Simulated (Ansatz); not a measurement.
FeGe:

```xyz
6
Lattice="4.9976 0.0000 0.0000 -2.4988 4.3281 0.0000 0.0000 0.0000 4.1158" Properties=species:S:1:pos:R:3 pbc="T T T"
Ge    2.4988    1.4427    2.0579
Ge    0.0000    2.8854    2.0579
Ge    0.0000    0.0000    0.0000
Fe   -1.2494    2.1640    0.0000
Fe    1.2494    2.1640    0.0000
Fe    2.4988    0.0000    0.0000
```

The cell is a database's computed one.

* Program: Ansatz 0.2.0
* Task: single point
* Functional: PBEsol
* Potentials or basis: Ansatz PAW
* Cutoff: 420 eV (not typed: the program's choice for these potentials)
* k mesh: 6 × 6 × 7
* Occupations: fermi-dirac, width 0.05 eV
* Spin: collinear spin, ferromagnetic start
* Starting moments: [0.0, 0.0, 0.0, 3.0, 3.0, 3.0] μB

On this cell: pressure -10.2 GPa; largest force under 0.003 eV/Å; net moment 4.26 μB per cell; site moments Ge -0.04, -0.07; Fe +1.50 μB; band gap on the k mesh none (metal or under the smearing width).

The same run follows on a disturbed copy (atoms moved at random, drawn with an rms of 0.05 Å):

```
Ge Fe
1.0
     4.99760    0.00000    0.00000
    -2.49880    4.32805    0.00000
     0.00000    0.00000    4.11576
Ge Fe
3 3
Direct
  0.66300 0.33729 0.49181
  0.31508 0.65286 0.49058
  0.00625 0.00167 0.00717
  0.99690 0.50198 0.99386
  0.49947 0.48689 0.98554
  0.49932 0.00960 0.99758
```

Question: What changes?

Answer: The energy (extrapolated to zero smearing) moves by +16.3 meV/atom; pressure -9.5 GPa; largest force 1.028 eV/Å; net moment 4.24 μB per cell; site moments Ge -0.04, -0.05, -0.06; Fe +1.46, +1.48, +1.52 μB; band gap on the k mesh none (metal or under the smearing width).

Forces on the atoms (eV/Å):
```
Ge   0.116 -0.167  0.063
Ge   0.296  0.321  0.141
Ge  -0.529 -0.156 -0.233
Fe   0.299 -0.059 -0.045
Fe  -0.608  0.811  0.172
Fe   0.425 -0.750 -0.098
```

Stress tensor (GPa, compression positive):
```
 -8.87   0.10  -0.02
  0.10  -9.51   0.03
 -0.02   0.03 -10.16
```

Caveats: the PAW data sets come from PBE, with cores solved anew for the run's functional, which leaves a small shift of forces and pressure.
